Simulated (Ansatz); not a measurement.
Crystal: Al.

```
Al
1.0
     4.49160    0.00000    0.00000
    -2.24580    3.88984    0.00000
     0.00000    0.00000    2.72260
Al
2
Cartesian
  0.0000 2.5932 0.0000
  2.2458 1.2966 0.0000
```

The cell was built by a generator and needn't be a form met in nature.

```yaml
Program: Ansatz 0.2.0
Task: relaxation of cell and atoms
Functional: PBEsol0
Potentials_or_basis: Ansatz PAW
Cutoff: "420 eV (not typed: the program's choice for these potentials)"
k_mesh: 4 × 4 × 5
Occupations: fermi-dirac, width 0.05 eV
Spin: no spin polarisation
```

At the start: volume 23.78 Å³/atom.

Where does the relaxation end?

It ends after 5 steps and the volume is 24.41 Å³/atom (+2.6 %); space group P6/mmm (No. 191, to 0.05 Å).

The path:
```csv
step,energy change (eV),largest force (eV/Å),volume (Å³)
1,0.0000,0.0000,47.57
2,-0.0067,0.0000,48.82
3,-0.0071,0.0000,48.80
4,-0.0071,0.0000,48.83
5,-0.0074,0.0000,48.83
```

Final structure:
```
Al
1.0
     4.51387    0.00000    0.00000
    -2.25693    3.90912    0.00000
     0.00000    0.00000    2.76704
Al
2
Direct
  0.33333 0.66667 0.00000
  0.66667 0.33333 0.00000
```

Caveat: the k mesh is coarse (spacing up to 0.46 Å⁻¹), so the values aren't converged, least of all with exact exchange; the plane-wave basis is chosen anew once the cell has moved, so the energies of steps on either side of that aren't comparable; the PAW data sets come from PBE, with cores solved anew for the run's functional, which leaves a small shift of forces and pressure.
